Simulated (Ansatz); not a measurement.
# SnTe (F-43m) in Ansatz: reference runs

Aim: a first look at SnTe with PBEsol, on the cell as given and on a disturbed one.

All numbers are computed with Ansatz 0.2.0; they aren't measurements. Logs are shortened: lines on timing, memory, paths and dates and some standing lists are left out, and cuts for length are marked.

**1. The crystal as given**

It takes space group F-43m (No. 216, cubic). The conventional cell has a = 7.222 Å, b = 7.222 Å, c = 7.222 Å, α = 90.00°, β = 90.00°, γ = 90.00°. Around Te (site symmetry -43m) lie 4 Sn at 3.13 Å. Sn (site symmetry -43m) has 4 Te at 3.13 Å as nearest neighbours.

Measurements of this composition are mostly on another form, of space group No. 225.

**2. Single point, PBEsol**

Input file input.yaml:

```yaml
crystal:
  lattice:
    - [0.0, 3.611146, 3.611146]
    - [3.611146, 0.0, 3.611146]
    - [3.611146, 3.611146, 0.0]
  atoms:
    - { symbol: Te, position: [0.25, 0.25, 0.25] }
    - { symbol: Sn, position: [0.0, 0.0, 0.0] }
kpoints:
  mp_grid: { grid: [7, 7, 7] }
scf:
  occupations: { method: fermi_dirac, width: 0.05 }
hamiltonian:
  xc: pbesol
  pseudopotentials: { kind: all_electron, lapw: { basis_error: 0.001 } }
output:
  forces: true
  stress: true
  eigenvalues: true
  populations: true
```

Potentials or basis: all-electron LAPW, scalar-relativistic.

Started as:

```sh
$ ansatz run input.yaml --threads 1 --pin off --max-ram 3072MiB --backend cpu --events-out ev --progress --plain --runs-dir out
```

What it wrote:

```text
Warning: RAYON_NUM_THREADS=1 ignored (pool sized by the plan → 1); use --threads N
Te: projections on atomic orbitals take those of the free atom 1s2 2s2 2p6 3s2 3p6 3d10 4s2 4p6 4d10 5s2 5p4, of charge +0.00 (hamiltonian.pseudopotentials.projection_atoms)
Sn: projections on atomic orbitals take those of the free atom 1s2 2s2 2p6 3s2 3p6 3d10 4s2 4p6 4d10 5s2 5p2, of charge +0.00 (hamiltonian.pseudopotentials.projection_atoms)
LAPW: plane waves up to 7.045 Å⁻¹, error target 1.0e-3 eV per atom; small_component_spin mean_spin; Sn in spheres of 1.580 Å, 22 of its electrons in bands, Dirac shells []; Te in spheres of 1.548 Å, 24 of its electrons in bands, Dirac shells [] (how accurate: hamiltonian.pseudopotentials.lapw.basis_error, Limitations)
Engine: ansatz 0.2.0, aarch64-unknown-linux-gnu
Pseudopotentials: kind: all_electron
Pseudopotential: Te, LAPW, valence charge 24, lapw/all_electron/scalar/gaussian/Te, Koelling and Harmon's equation, gaussian nucleus
Pseudopotential: Sn, LAPW, valence charge 22, lapw/all_electron/scalar/gaussian/Sn, Koelling and Harmon's equation, gaussian nucleus
Functional definition: PBEsol
  exchange = pbesol_x
  correlation = pbesol_c
Crystal: 2 atoms, lattice volume = 94.181 Å³
Basis set: ecut = 189.11790137941185 eV, 537 PW (Γ), exchange–correlation at level 2
Bands: 28, of which v1, the nominal top of the filled ones, is band 23 counted from 1 (22 counted from 0)
Symmetry: 24 space group operations
Space group: F-43m (ITA 216), of the structure as read, at distance tolerance 4.5e-5 Å
k-points: 20 of 343 (time reversal used)
Non-local potential: Te, projectors of the file, none
Non-local potential: Sn, projectors of the file, none
Initial density: superposition of atomic densities (chi_scale 0.1, normalization cell, long waves kept (reshape's long-wave potential 0.00 eV rms))
Initial wavefunctions: plane waves of lowest kinetic energy (no species holds an atomic orbital)
Functional: x = pbesol(κ = 0.804, μ = 0.12345679012345678), c = pbesol(β = 0.046)
iter 1 solved again at ethr=1.13e-3 eV; its pass at ethr=1.00e-1 eV (dr2=5.22e-1 eV) is discarded
SCF iter   1: F=—  HF=-352820.934882 eV  |F-HF|=—  |Δ(HF+E_count)|=         —  Δρ=1.40e-2  dr2=5.22e-1  ethr=1.13e-3  ⟨swp⟩=2.1  Hψ=3580  notcnv=0
preconditioner: auto → none  [insulator: Δε(μ)=0.558 eV  Ē_g=8.585 eV  σ=0.050 eV  W_gap=0.99  n_scr=14 (ndim 8)  ℏωp=12.1 eV  f_vac=0.278  D(μ)=0.01/eV (n_scr^D=0)  ε∞_Penn≈3.0]
SCF iter   2: F=—  HF=-352820.823407 eV  |F-HF|=—  |Δ(HF+E_count)|=   1.11e-1  Δρ=6.01e-3  dr2=6.12e-2  ethr=1.13e-3  ⟨swp⟩=2.4  Hψ=1768  notcnv=0
SCF iter   3: F=—  HF=-352820.794274 eV  |F-HF|=—  |Δ(HF+E_count)|=   2.91e-2  Δρ=2.86e-3  dr2=1.31e-2  ethr=1.33e-4  ⟨swp⟩=2.0  Hψ=1757  notcnv=0
iter 4 solved again at ethr=6.94e-7 eV; its pass at ethr=2.85e-5 eV (dr2=3.19e-4 eV) is discarded
SCF iter   4: F=—  HF=-352820.793643 eV  |F-HF|=—  |Δ(HF+E_count)|=         —  Δρ=5.28e-4  dr2=3.18e-4  ethr=6.94e-7  ⟨swp⟩=2.0  Hψ=2807  notcnv=0
the basis was enlarged: its passes take 44.0 KiB over the memory plan, 1 of 1 planned eigensolver slots
SCF iter   5: F=—  HF=-352820.793701 eV  |F-HF|=—  |Δ(HF+E_count)|=   5.85e-5  Δρ=7.15e-5  dr2=6.05e-6  ethr=6.91e-7  ⟨swp⟩=2.5  Hψ=1678  notcnv=0
SCF iter   6: F=—  HF=-352820.793711 eV  |F-HF|=—  |Δ(HF+E_count)|=   1.00e-5  Δρ=1.34e-5  dr2=4.14e-7  ethr=1.32e-8  ⟨swp⟩=3.0  Hψ=1749  notcnv=0
SCF iter   7: F=-352820.793712 eV  HF=-352820.793712 eV  |F-HF|=1.98e-8  |Δ(HF+E_count)|=   2.67e-7  Δρ=3.40e-6  dr2=2.77e-8  ethr=8.99e-10  ⟨swp⟩=3.0  Hψ=1753  notcnv=0
SCF 1 converged in 7 iterations: F = -352820.793712 eV  dr2 = 2.77e-8
SCF converged after 7 iterations
Free energy (F): -352820.793712 eV
Harris-Foulkes:  -352820.793712 eV  (|F-HF|=1.98e-8)
Internal energy: -352820.792077 eV  (E = F + TS)
E sigma→0 (E₀):  -352820.792894 eV
Entropy (-TS):   -0.001634 eV (-0.817 meV/atom)
Fermi energy:    6.409194 eV
--- Per-component energies (eV) ---
  E_band       = -2081.310908
  E_kinetic    = 371846.537870
  E_xc         = -9131.511380
  E_electrostatic = -715535.818567  (all electrons and nuclei)
  E_smearing   = -0.001634  (= −TS)
  E_closure    = 0.000000  (closes the sum)
  E_atoms      = -352813.230818  (free atoms, spherical and without spin; not in F)
  Σ components = -352820.793712   (vs F -352820.793712, Δ=0.00e0)
  Basis errors (estimates in eV, not in F): energy 4.2e-4 per atom: plane waves 3.9e-4 (2.3e-4 summed), levels above the bands 1.0e-52, relativity 7.6e-9, radial functions 2.6e-5, core shells 1.1e-9; eigenvalues (radial functions only) 7.4e-7; not estimated: angular momenta, meshes, grids; target (lapw.basis_error) 1.0e-3; muffin-tin radii Sn 1.580 Å, Te 1.548 Å
--- Forces (eV/Å), atoms counted from 1 ---
  atom   1  Te    -0.00000000     0.00000000    -0.00000000
  atom   2  Sn     0.00000000    -0.00000000     0.00000000
  max |Σ_I F_I| component: 5.55e-17 eV/Å
--- Stress (GPa, compression-positive) ---
       -1.377685      -0.000000      -0.000000
       -0.000000      -1.377685       0.000000
       -0.000000       0.000000      -1.377685
  P = ⅓ Tr σ = -1.3777 GPa (-13.777 kbar)
--- Band table (eV; the first three rows and the last of 20) ---
  k-point 0: bands = ["-152.6138", "-123.1653", "-102.7159", "-102.7159", "-102.7159", "-78.9973", "-78.9973", "-78.9973", "-30.1542", "-30.1542", "-30.1542", "-30.1518", "-30.1518", "-15.3016", "-15.3016", "-15.3016", "-15.2923", "-15.2923", "-5.1308", "1.2026", "4.4953", "4.4953", "4.4953", "7.4162", "7.4162", "7.4162", "10.4032", "12.8750"]
  k-point 1: bands = ["-152.6138", "-123.1653", "-102.7159", "-102.7159", "-102.7159", "-78.9973", "-78.9973", "-78.9973", "-30.1542", "-30.1542", "-30.1542", "-30.1518", "-30.1518", "-15.3019", "-15.3013", "-15.3013", "-15.2922", "-15.2922", "-5.0455", "0.8049", "4.3705", "4.3705", "4.5788", "7.5783", "7.6238", "7.6238", "11.0211", "12.4083"]
  k-point 2: bands = ["-152.6138", "-123.1653", "-102.7159", "-102.7159", "-102.7159", "-78.9973", "-78.9973", "-78.9973", "-30.1542", "-30.1542", "-30.1542", "-30.1518", "-30.1518", "-15.3025", "-15.3008", "-15.3008", "-15.2922", "-15.2922", "-4.8305", "0.0412", "4.1375", "4.1375", "4.5150", "7.9950", "7.9950", "8.4060", "11.7730", "12.3210"]
  k-point 19: bands = ["-152.6138", "-123.1653", "-102.7159", "-102.7159", "-102.7159", "-78.9973", "-78.9973", "-78.9973", "-30.1542", "-30.1541", "-30.1541", "-30.1518", "-30.1517", "-15.3040", "-15.2998", "-15.2989", "-15.2926", "-15.2919", "-4.3905", "-0.9061", "2.9255", "3.3306", "6.2285", "7.7756", "8.7891", "9.5455", "11.3656", "12.7976"]
--- Löwdin populations: 2 sites ---
  site symbol       q [e]
     0     Te     52.1324
     1     Sn     49.8130
  spilling = 0.000535 (of n_electrons = 102.000000)
```

Wall time 13 s (1 thread of Arm Neoverse V2, shared host); peak memory 0.28 GiB.

What came out:

```yaml
Free_energy: -352820.7937 eV
Pressure: -1.4 GPa
Band_gap_on_the_k_mesh: 0.29 eV, indirect (least direct gap 0.79 eV)
Loewdin_charges: Te -0.13; Sn +0.19 e
```

Levels at points of the mesh, in eV from the valence-band top:
```csv
k point,band 20,band 21,band 22,band 23,band 24,band 25,band 26,band 27
"(0.00, 0.00, 0.00)",-5.03,-1.73,-1.73,-1.73,1.19,1.19,1.19,4.17
```

Caveat: spin-orbit coupling is left out, which moves the levels of the heavy elements; an odd mesh through Γ misses points on the zone boundary, where band edges often lie.

**3. Single point, PBEsol (atoms moved at random, drawn with an rms of 0.05 Å)**

input.yaml, as its differences from that of step 2:

```diff
@@ -6,4 +6,4 @@
   atoms:
-    - { symbol: Te, position: [0.25, 0.25, 0.25] }
-    - { symbol: Sn, position: [0.0, 0.0, 0.0] }
+    - { symbol: Te, position: [0.251042, 0.256957, 0.24113] }
+    - { symbol: Sn, position: [0.007884, -0.004724, -0.007259] }
 kpoints:
```

Potentials or basis: all-electron LAPW, scalar-relativistic.

Started as:

```sh
$ ansatz run input.yaml --threads 1 --pin off --max-ram 3072MiB --backend cpu --events-out ev --progress --plain --runs-dir out
```

What it wrote:

```text
Warning: RAYON_NUM_THREADS=1 ignored (pool sized by the plan → 1); use --threads N
Te: projections on atomic orbitals take those of the free atom 1s2 2s2 2p6 3s2 3p6 3d10 4s2 4p6 4d10 5s2 5p4, of charge +0.00 (hamiltonian.pseudopotentials.projection_atoms)
Sn: projections on atomic orbitals take those of the free atom 1s2 2s2 2p6 3s2 3p6 3d10 4s2 4p6 4d10 5s2 5p2, of charge +0.00 (hamiltonian.pseudopotentials.projection_atoms)
LAPW: plane waves up to 7.196 Å⁻¹, error target 1.0e-3 eV per atom; small_component_spin mean_spin; Sn in spheres of 1.554 Å, 22 of its electrons in bands, Dirac shells []; Te in spheres of 1.525 Å, 24 of its electrons in bands, Dirac shells [] (how accurate: hamiltonian.pseudopotentials.lapw.basis_error, Limitations)
Engine: ansatz 0.2.0, aarch64-unknown-linux-gnu
Pseudopotentials: kind: all_electron
Pseudopotential: Te, LAPW, valence charge 24, lapw/all_electron/scalar/gaussian/Te, Koelling and Harmon's equation, gaussian nucleus
Pseudopotential: Sn, LAPW, valence charge 22, lapw/all_electron/scalar/gaussian/Sn, Koelling and Harmon's equation, gaussian nucleus
Functional definition: PBEsol
  exchange = pbesol_x
  correlation = pbesol_c
Crystal: 2 atoms, lattice volume = 94.181 Å³
Basis set: ecut = 197.31151611469397 eV, 609 PW (Γ), exchange–correlation at level 2
[... 32 lines left out ...]
  E_smearing   = -0.001619  (= −TS)
  E_closure    = 0.000000  (closes the sum)
  E_atoms      = -352813.230818  (free atoms, spherical and without spin; not in F)
  Σ components = -352820.790760   (vs F -352820.790760, Δ=0.00e0)
  Basis errors (estimates in eV, not in F): energy 4.2e-4 per atom: plane waves 3.9e-4 (2.3e-4 summed), levels above the bands 1.0e-52, relativity 7.3e-9, radial functions 2.9e-5, core shells 1.7e-9; eigenvalues (radial functions only) 5.9e-7; not estimated: angular momenta, meshes, grids; target (lapw.basis_error) 1.0e-3; muffin-tin radii Sn 1.554 Å, Te 1.525 Å
--- Forces (eV/Å), atoms counted from 1 ---
  atom   1  Te    -0.08302448     0.07040192    -0.04314547
  atom   2  Sn     0.08303280    -0.07040954     0.04314997
  max |Σ_I F_I| component: 8.32e-6 eV/Å
--- Stress (GPa, compression-positive) ---
       -1.367209      -0.094379       0.162459
       -0.094379      -1.366179      -0.193143
        0.162459      -0.193143      -1.364542
  P = ⅓ Tr σ = -1.3660 GPa (-13.660 kbar)
--- Band table (eV; the first three rows and the last of 172) ---
  k-point 0: bands = ["-152.6146", "-123.1664", "-102.7202", "-102.7156", "-102.7142", "-79.0010", "-78.9995", "-78.9946", "-30.1591", "-30.1562", "-30.1544", "-30.1505", "-30.1503", "-15.3040", "-15.3036", "-15.3016", "-15.2932", "-15.2930", "-5.1328", "1.2027", "4.3781", "4.5305", "4.5743", "7.3501", "7.3847", "7.5168", "10.4015", "12.8752"]
  k-point 1: bands = ["-152.6146", "-123.1664", "-102.7202", "-102.7156", "-102.7142", "-79.0010", "-78.9995", "-78.9946", "-30.1591", "-30.1562", "-30.1544", "-30.1504", "-30.1502", "-15.3039", "-15.3035", "-15.3014", "-15.2932", "-15.2929", "-5.0480", "0.8091", "4.2742", "4.4438", "4.5928", "7.5371", "7.5635", "7.7284", "11.0177", "12.4109"]
  k-point 2: bands = ["-152.6146", "-123.1664", "-102.7202", "-102.7156", "-102.7142", "-79.0010", "-78.9995", "-78.9946", "-30.1590", "-30.1562", "-30.1544", "-30.1504", "-30.1502", "-15.3043", "-15.3029", "-15.3011", "-15.2933", "-15.2928", "-4.8345", "0.0513", "4.0498", "4.2139", "4.5104", "7.8865", "8.0976", "8.4098", "11.7664", "12.2980"]
  k-point 171: bands = ["-152.6146", "-123.1664", "-102.7202", "-102.7156", "-102.7142", "-79.0010", "-78.9995", "-78.9946", "-30.1590", "-30.1562", "-30.1544", "-30.1504", "-30.1502", "-15.3053", "-15.3018", "-15.3001", "-15.2933", "-15.2930", "-4.5631", "-0.6006", "3.2913", "3.8118", "5.1446", "8.0375", "8.5604", "9.4495", "12.0015", "12.6629"]
--- Löwdin populations: 2 sites ---
  site symbol       q [e]
     0     Te     52.1323
     1     Sn     49.8131
  spilling = 0.000536 (of n_electrons = 102.000000)
```

Wall time 99 s (1 thread of Arm Neoverse V2, shared host); peak memory 0.65 GiB.

Results:

* Free energy: -352820.7908 eV
* Pressure: -1.4 GPa
* Largest force: 0.117 eV/Å
* Band gap on the k mesh: 0.26 eV, indirect (least direct gap 0.79 eV)
* Loewdin charges: Te -0.13; Sn +0.19 e

Forces on the atoms (eV/Å):
```
Te  -0.083  0.070 -0.043
Sn   0.083 -0.070  0.043
```

Caveat: spin-orbit coupling is left out, which moves the levels of the heavy elements; an odd mesh through Γ misses points on the zone boundary, where band edges often lie.
